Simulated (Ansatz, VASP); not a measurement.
## One calculation of InPd, two programs

```
In Pd
1.0
     0.00000    2.79993    2.79993
     2.79993    0.00000    2.79993
     2.79993    2.79993    0.00000
In Pd
1 1
Direct
  0.00000 0.00000 0.00000
  0.50000 0.50000 0.50000
```

Change from the starting cell: volume scaled by 1.06.

Alike in both runs: task single point; functional PBE; k mesh 8 × 8 × 8; occupations fermi-dirac, width 0.05 eV; no spin polarisation.

```csv
,VASP,Ansatz
version,VASP 6.6.1,Ansatz 0.2.0
potentials or method,"VASP PAW PBE potentials, release 64 (In_d, Pd)",Ansatz PAW
plane-wave cutoff (eV),520,420
valence electrons in the cell,23,31
```

```tsv
	VASP	Ansatz	Ansatz less VASP
gap on the k mesh at the Fermi level (eV)	none	none	-
pressure (GPa)	-4.1	-4.1	-0.02
```

A gap of «none» marks a metal or a gap that the smearing closes. The functional is the same, so the differences come from potentials, cutoffs and numerics. The two sets of potentials don't hold the same shells in valence.
